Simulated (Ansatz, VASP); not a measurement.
## Tl: VASP beside Ansatz

INCAR

```
PREC = Accurate ; ENCUT = 520
EDIFF = 1E-6 ; ISMEAR = -1
SIGMA = 0.1 ; LREAL = F
LASPH = T ; NELM = 60
ALGO = Normal ; ISIF = 2
LWAVE = F ; LCHARG = F
GGA = B5 ; ALDAX = 1.0
AGGAX = 1.0 ; AGGAC = 1.0
ALDAC = 0.0 ; NBANDS = 12
```

KPOINTS

```
regular mesh
0
Gamma
  12 12 12
```

POSCAR

```
Tl
1.0
    0.0000000000      2.6739379839      2.6739379839
    2.6739379839      0.0000000000      2.6739379839
    2.6739379839      2.6739379839      0.0000000000
Tl
1
Direct
    0.0000000000      0.0000000000      0.0000000000
```

Input for Ansatz:

```yaml
crystal:
  lattice:
    - [0.0, 2.6739379839, 2.6739379839]
    - [2.6739379839, 0.0, 2.6739379839]
    - [2.6739379839, 2.6739379839, 0.0]
  atoms:
    - { symbol: Tl, position: [0.0, 0.0, 0.0] }
hamiltonian:
  xc: blyp
  pseudopotentials:
    kind: paw
    azcp:
      Tl: "pseudopotentials/Tl.paw.azcp"
basis:
  ecutwfc: 420
  fft_grid_basis: typed
kpoints:
  mp_grid: { grid: [12, 12, 12], shift: [0, 0, 0] }
magnetization:
  spin_polarized: false
scf:
  occupations: { method: fermi_dirac, width: 0.1 }
  lower_state_search: "off"
output:
  stress: true
  write_density: true
  write_potential: true
  elf: true
  volumetric_format: npy
```

Alike in both runs: task single point; functional BLYP; k mesh 12 × 12 × 12; occupations fermi-dirac, width 0.1 eV; no spin polarisation.

|  | VASP | Ansatz |
| --- | --- | --- |
| version | VASP 6.6.1 | Ansatz 0.2.0 |
| potentials or method | VASP PAW PBE potentials, release 64 (Tl_d) | plane waves (420 eV) with PAW, scalar-relativistic |
| plane-wave cutoff (eV) | 520 | 420 |
| valence electrons in the cell | 13 | 13 |

|  | VASP | Ansatz | Ansatz less VASP |
| --- | --- | --- | --- |
| pressure (GPa) | -1.2 | -1.1 | +0.02 |

Caveats: the PAW data sets were made with another functional, which shifts forces and pressure a little (VASP). Spin-orbit coupling is left out, which matters for the levels of Tl.
